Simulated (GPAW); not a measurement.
# Magnetic state of Fe2 Ru6 Fe2 0001 from several starts, part 2 of 2

Wanted: the moments of Fe2 Ru6 Fe2 0001 and the energy of each order that was tried.

GPAW 26.7.0; PBE; plane waves with GPAW's PAW setups, scalar-relativistic.

So far. Step 2 (Start 1: ferro ++++): After 68 cycles the largest moment stands at 2.75 μB.

## 3. Run 2 (antiferro ++--)

An opposed order shows whether the pairs that it reverses prefer unlike signs.

Input file order2.py:

```python
import json
import numpy as np
from ase import Atoms
from ase.parallel import paropen, parprint
from gpaw import GPAW

atoms = Atoms(['Fe', 'Fe', 'Ru', 'Ru', 'Ru', 'Ru', 'Ru', 'Ru', 'Fe', 'Fe'],
    cell=[[2.706, 0.0, 0.0],
         [-1.353, 2.343465, 0.0],
         [0.0, 0.0, 30.450139]],
    scaled_positions=[[0.0, 0.0, 0.197043],
         [0.333333, 0.666667, 0.258153],
         [0.0, 0.0, 0.323923],
         [0.333333, 0.666667, 0.394354],
         [0.0, 0.0, 0.464785],
         [0.333333, 0.666667, 0.535215],
         [0.0, 0.0, 0.605646],
         [0.333333, 0.666667, 0.676077],
         [0.0, 0.0, 0.741847],
         [0.333333, 0.666667, 0.802957]],
    pbc=True,
    magmoms=[2.6, 2.6, 0.0, 0.0, 0.0, 0.0, 0.0, 0.0, -2.6, -2.6])
atoms.calc = GPAW(mode={'name': 'pw', 'ecut': 450},
    xc='PBE',
    kpts={'size': (20, 20, 1), 'gamma': True},
    occupations={'name': 'fermi-dirac', 'width': 0.05},
    convergence={'density': 1e-05, 'energy': 1e-05},
    maxiter=200,
    mixer={'name': 'pulay', 'beta': 0.03, 'nmaxold': 8, 'weight': 100},
    symmetry={'tolerance': 1e-4},
    txt='order2.txt')
e = atoms.get_potential_energy(force_consistent=True)
res = {'free_energy': e, 'energy_sigma0': atoms.get_potential_energy(), 'fermi_energy': atoms.calc.get_fermi_level()}
res['moments'] = atoms.get_magnetic_moments().tolist()
res['total'] = atoms.get_magnetic_moment()
parprint('site moments (muB):', np.round(res['moments'], 3))
parprint(f"total moment: {res['total']:.3f} muB")
parprint(f'free energy: {e:.6f} eV')
atoms.calc.write('order2.gpw')
with paropen('results.json', 'w') as f:
    json.dump(res, f)
```

Run with:

```console
$ OMP_NUM_THREADS=1 mpirun -n 4 gpaw python order2.py > order2.log
```

Numbers of over 12 decimals in the logs are rounded to 6 here.

Log:

```text
site moments (muB): [ 2.753  2.246 -0.102 -0.046  0.007 -0.007  0.046  0.102 -2.246 -2.753]
total moment: 0.000 muB
free energy: -89.816189 eV

--- order2.txt ---
Input parameters:
  mode=PW(ecut=450),
  convergence={'density': 1e-05, 'energy': 1e-05},
  kpts=MonkhorstPack(size=(20, 20, 1), gamma=True),
  maxiter=200,
  mixer=Pulay(name='pulay', nmaxold=8, beta=0.03, weight=100, sigma=0.015, g_ss=None),
  occupations=Occupations(name='fermi-dirac', width=0.05),
  symmetry=Symmetry(tolerance=0.0001),
  xc=XC(name='PBE')

Diagonalizing LCAO Hamiltonian
Converting LCAO to pw mode

        Fe

       Fe
        Ru

       Ru

        Ru

       Ru

        Ru

       Ru
        Fe

       Fe

Atoms  # Å, Bohr magnetons
|   | symbol |         x |        y |         z |    initial magnetic moments |
|---|--------|-----------|----------|-----------|-----------------------------|
| 0 |     Fe |  0.000000 | 0.000000 |  5.999987 | ( 0.0000,  0.0000,  2.6000) |
| 1 |     Fe | -0.000001 | 1.562311 |  7.860795 | ( 0.0000,  0.0000,  2.6000) |
| 2 |     Ru |  0.000000 | 0.000000 |  9.863500 | ( 0.0000,  0.0000,  0.0000) |
| 3 |     Ru | -0.000001 | 1.562311 | 12.008134 | ( 0.0000,  0.0000,  0.0000) |
| 4 |     Ru |  0.000000 | 0.000000 | 14.152768 | ( 0.0000,  0.0000,  0.0000) |
| 5 |     Ru | -0.000001 | 1.562311 | 16.297371 | ( 0.0000,  0.0000,  0.0000) |
| 6 |     Ru |  0.000000 | 0.000000 | 18.442005 | ( 0.0000,  0.0000,  0.0000) |
| 7 |     Ru | -0.000001 | 1.562311 | 20.586639 | ( 0.0000,  0.0000,  0.0000) |
| 8 |     Fe |  0.000000 | 0.000000 | 22.589344 | ( 0.0000,  0.0000, -2.6000) |
| 9 |     Fe | -0.000001 | 1.562311 | 24.450152 | ( 0.0000,  0.0000, -2.6000) |

Unit cell  # Å
| periodic |         x |        y |         z |   lengths |     angles |
|----------|-----------|----------|-----------|-----------|------------|
|      yes |  2.706000 | 0.000000 |  0.000000 |  2.706000 |  90.000000 |
|      yes | -1.353000 | 2.343465 |  0.000000 |  2.706000 |  90.000000 |
|      yes |  0.000000 | 0.000000 | 30.450139 | 30.450139 | 119.999997 |

Number of symmetries: 6

BZ-sampling:
  Number of BZ points: 400
  Number of IBZ points: 44

  Monkhorst-Pack size: [20, 20, 1]
  Monkhorst-Pack shift: [0.025, 0.025, 0.0]

Plane wave coefficients: 4233
Cutoff: 450.000000 eV

Spin-components: 2 (collinear spins)
Bands:           81
Projectors:      60
Spin-degeneracy: 1
Datatype:        complex128

Parallelization:
  kpt:    4
  domain: 1
  band:   1

Density:
  Valence electrons: 128.0
  Components: 2
  Grid points: [ 14  14 150]
  Charge: 0.0  # |e|

Potential:
  Grid points: [ 14  14 150]

[... setups left out ...]
Reference energy: -877948.568297  # eV

eigensolver:
  PPCG
  Converge bands: occupied
  niter=2

density mixing:
  Pulay-Mixer
  Linear mixing parameters: 0.03
  Old densities: 8
  Fourier metric: weight=100, sigma=0.015

occupation numbers:
  Fermi-Dirac:
    width: 0.0500  # eV

poisson solver:
  ecut: 3600.000000  # eV

xc functional:
  name: PBE with 2 nearest neighbor stencil

convergence criteria:
- Maximum integral of absolute [dens]ity change: 1e-05 electrons / valence electron
- Maximum [total energy] change in last 3 cyles: 1e-05 eV / valence electron
- Maximum integral of absolute [eigenst]ate change: 4e-08 eV^2 / valence electron
maximum number of iterations: 200

SCF iterations
|iter     |      energy | eigst |  dens |  magmom |
|---------|-------------|-------|-------|---------|
|iter:   1|       0s | -110.199099 | +0.32 |       |  -0.0000|
|iter:   2|      10s | -289.209605 | +1.19 | -0.63 |  -0.0000|
|iter:   3|      19s |  -96.337987 | +0.28 | -0.43 |  -0.0001|
|iter:   4|      28s |  -95.960653 | -0.46 | -0.92 |  -0.0001|
|iter:   5|      38s | -102.899776 | -1.42 | -0.99 |  -0.0010|
|iter:   6|      47s | -102.160067 | -2.01 | -0.82 |  +0.0096|
|iter:   7|      57s |  -98.961588 | -2.29 | -0.84 |  +0.0291|
|iter:   8|      66s |  -92.447615 | -1.17 | -0.90 |  +0.2113|
|iter:   9|      75s |  -90.363902 | -1.17 | -1.12 |  +0.4015|
|iter:  10|      84s |  -90.080472 | -2.17 | -1.31 |  +0.4396|
[... 49 iterations left out ...]
|iter:  60|     496s |  -89.763697c| -8.09c| -4.72 |  +0.0016|
|iter:  61|     501s |  -89.763697c| -8.34c| -4.75 |  +0.0014|
|iter:  62|     507s |  -89.763697c| -8.28c| -4.77 |  +0.0012|
|iter:  63|     511s |  -89.763697c| -8.28c| -4.78 |  +0.0008|
|iter:  64|     516s |  -89.763696c| -8.43c| -4.85 |  +0.0008|
|iter:  65|     520s |  -89.763696c| -8.45c| -4.85 |  +0.0006|
|iter:  66|     525s |  -89.763695c| -8.72c| -4.91 |  +0.0006|
|iter:  67|     529s |  -89.763695c| -8.86c| -4.96 |  +0.0005|
|iter:  68|     533s |  -89.763694c| -9.01c| -4.97 |  +0.0004|
|iter:  69|     538s |  -89.763693c| -8.77c| -5.02c|  +0.0003|

Converged in 69 steps
Energy contributions relative to reference atoms: (reference = -877948.568297)

Energy contributions:
  Kinetic:          23.555314
  Coulomb:         -39.177912
  Zero:             -0.573138
  External:          0.000000
  Xc:              -73.515463
  Entropy:          -0.104991
  Spinorbit:         0.000000
  ----------------------------
  Free energy:     -89.816189
  Extrapolated:    -89.763693

dipole moment: (-34.674338, -28.043261, -0.000610)  # |e|*Ang

Total magnetic moment: (0.000000, 0.000000, 0.000296)

Local magnetic moments
|        x |        y |         z |
|----------|----------|-----------|
| 0.000000 | 0.000000 |  2.752701 |  # Fe   0
| 0.000000 | 0.000000 |  2.245949 |  # Fe   1
| 0.000000 | 0.000000 | -0.102457 |  # Ru   2
| 0.000000 | 0.000000 | -0.046252 |  # Ru   3
| 0.000000 | 0.000000 |  0.006620 |  # Ru   4
| 0.000000 | 0.000000 | -0.006567 |  # Ru   5
| 0.000000 | 0.000000 |  0.046154 |  # Ru   6
| 0.000000 | 0.000000 |  0.102449 |  # Ru   7
| 0.000000 | 0.000000 | -2.245734 |  # Fe   8
| 0.000000 | 0.000000 | -2.752722 |  # Fe   9

Fermi level: 6.731
Eigenvalues  # (at kpt = [-0.000, -0.000, 0.000])
| band index |      eig [eV] | occ [0-1] |      eig [eV] | occ [0-1] |
|------------|---------------|-----------|---------------|-----------|
|          0 |       -66.380 |     1.000 |       -66.380 |     1.000 |
|        ... |               |           |               |           |
|         61 |         5.848 |     1.000 |         5.848 |     1.000 |
|         62 |         6.119 |     1.000 |         6.119 |     1.000 |
|         63 |         6.119 |     1.000 |         6.119 |     1.000 |
|         64 |         6.224 |     1.000 |         6.224 |     1.000 |
|         65 |         6.451 |     0.996 |         6.451 |     0.996 |
|         66 |         6.451 |     0.996 |         6.451 |     0.996 |
|         67 |         6.593 |     0.941 |         6.593 |     0.941 |
|         68 |         6.593 |     0.941 |         6.593 |     0.941 |
|         69 |         6.801 |     0.200 |         6.801 |     0.200 |
|         70 |         7.024 |     0.003 |         7.024 |     0.003 |
|         71 |         7.024 |     0.003 |         7.024 |     0.003 |
|         72 |         7.107 |     0.001 |         7.107 |     0.001 |
|         73 |         7.432 |     0.000 |         7.432 |     0.000 |
|         74 |         7.432 |     0.000 |         7.432 |     0.000 |
|         75 |         7.577 |     0.000 |         7.577 |     0.000 |
|         76 |         7.748 |     0.000 |         7.748 |     0.000 |
|        ... |               |           |               |           |
|         80 |         7.973 |     0.000 |         7.969 |     0.000 |

No gap
No difference between direct/indirect transitions
```

The job ended after 9.4 min (4 MPI ranks of AMD EPYC 7B13 (Zen 3), shared host; peak memory 1.5 GiB; 37 min of CPU time).

Spin moment in the augmentation sphere by atom:

```csv
atom,spin moment in the augmentation sphere (μB)
Fe1,2.75
Fe2,2.25
Ru3,-0.10
Ru4,-0.05
Ru5,0.01
Ru6,-0.01
Ru7,0.05
Ru8,0.10
Fe9,-2.25
Fe10,-2.75
```

Numbers from this step:

```
magnetization : 0 μB
final state   : antiferromagnetic
```

It lies 4.98 meV a seeded atom over the first start, and its largest moment is 2.75 μB against 2.75 μB.

## 4. Ranking

These are free energies at a smearing of 0.05 eV, so its entropy term is in the differences. They are divided by the number of seeded atoms, so that cells of unlike size compare.

Orders:

| start | final state | typed order kept | energy over the lowest (meV a seeded atom) | largest site moment (μB) | net moment (μB a primitive cell) | mesh matched | CPU time (s) |
| --- | --- | --- | --- | --- | --- | --- | --- |
| ferro ++++ | ferromagnetic | yes | 0 | 2.747 | 9.939 | yes | 2355 |
| antiferro ++-- | antiferromagnetic | yes | 4.979 | 2.753 | 2.96e-4 | yes | 2248 |

## 5. What came out

- lowest state found: ferromagnetic (typed ferro ++++)
- largest site moment: 2.75 μB
- next state: antiferromagnetic, 4.98 meV a seeded atom higher

What this shows: The lowest state found is ferromagnetic, reached from the start ferro ++++, with moments up to 2.75 μB. The two lowest states lie so close that the mesh, the functional or spin–orbit coupling could swap them. Only 2 starts are shown; other collinear patterns, canted and longer-period orders are not.

[Logs and program files are shortened in this print: banners, set-up blocks, solver, clock and traceback lines can be left out without a mark of their own.]

[Logs are printed without paths, hosts, clocks, repeated set-up lines and the standing remarks that a program may print on its own settings, such as how far it seeks lower states.]

[Hosts, paths, dates, database ids (printed as entryN), source tags and the programs' standing remarks are cut or masked in the printed files.]

[Where a cell is said to come from a database of computed structures, the database is the Materials Project.]
